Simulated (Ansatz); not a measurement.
Runs of Ansatz 0.2.0 on PbO2. The structure is cubic, space group Fm-3m (No. 225). Conventional cell: a = 5.404 Å, b = 5.404 Å, c = 5.404 Å, α = 90.00°, β = 90.00°, γ = 90.00°. Pb (site symmetry m-3m) has 8 O at 2.34 Å as nearest neighbours. Around O (site symmetry -43m) lie 4 Pb at 2.34 Å. The cell comes from a database or a generator and needn't be the stable form of this composition.

```tsv
task	level	cell	smearing	gap on the mesh (eV)	pressure (GPa)	relaxed volume (Å³/atom)
single point	PBE	as given	gaussian 0.03 eV	none	0.4	-
relaxation of cell and atoms	RPBE+D4	relaxed	fermi-dirac 0.05 eV	none	0.0	13.00
relaxation of cell and atoms	BLYP+D3(BJ)	relaxed	fermi-dirac 0.05 eV	none	0.0	13.18
relaxation of cell and atoms	BLYP+D4	relaxed	fermi-dirac 0.05 eV	none	0.0	(a)
relaxation of cell and atoms	revPBE+D4	relaxed	fermi-dirac 0.05 eV	none	0.0	12.93
relaxation of cell and atoms	revPBE+D3(BJ)	relaxed	fermi-dirac 0.05 eV	none	0.0	12.93
single point	PBE	as given	gaussian 0.029 eV	none	0.4	-
```

Alike in all rows: potentials or basis Ansatz PAW; no spin polarisation; k mesh 9 × 9 × 9; cutoff (eV) 420.

Task: Fill in the values left out.

Result: (a) 13.21.

Caveats: the plane-wave basis is chosen anew once the cell has moved, so the energies of steps on either side of that aren't comparable (some runs); pairwise dispersion overbinds metals, which lowers pressure and volume (some runs); the PAW data sets come from PBE, with cores solved anew for the run's functional, which leaves a small shift of forces and pressure (some runs).

A k mesh can miss the band edges, and the runs leave out spin-orbit coupling on Pb.

A gap of «none» marks a metal or a gap under the smearing width.
